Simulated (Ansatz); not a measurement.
**Calculated ¹⁷⁷Hf nuclear quadrupole resonance for Hf3N4**

Cell: a Materials Project structure (computed, not necessarily an observed phase), atoms as given.

Space group I-43d (No. 220); a = 6.7151 Å.

```csv
site,Wyckoff,site symmetry,x,y,z
Hf,12b,-4..,0.7500,0.3750,0.5000
N,16c,.3.,0.0668,0.5668,0.9332
```

One atom of each set is listed; the run and its k-mesh use a cell of 14 atoms with edges of 5.82, 5.82, 5.82 Å.

The numbers come from a DFT calculation in Ansatz (PBE, plane waves and PAW (field gradients read without the response of the frozen cores, which leaves them typically 4 to 6 % off), scalar-relativistic, 420 eV cutoff, Γ-centred 6×6×6 k-points, Fermi–Dirac smearing 0.02 eV).

¹⁷⁷Hf: I = 7/2, Q = 3365 mb (year-2017 value). Static lattice, zero field.

**Question.** At which frequencies do the ¹⁷⁷Hf NQR lines lie?

**Answer.** For I = 7/2 and η = 0 the lines are |C_Q|/14 times 1, 2 and 3; η shifts the lowest up most.

```tsv
site	atoms	V_zz (10²¹ V/m²)	C_Q (MHz)	η	line frequencies (MHz)
Hf	6	26.7	2169	0.00	155.0, 309.9, 464.9
```

**Question.** And for ¹⁷⁹Hf (I = 9/2, Q = 3793 mb) on Hf?

**Answer.** C_Q scales with Q to 2445 MHz, with lines at 101.9, 203.8, 305.7, 407.6 MHz.

An axis of threefold or higher order runs through Hf, so V_zz lies along it and η is zero.

Without spin–orbit coupling the gradients at and beside Hf can be off by some per cent, at some sites by more.
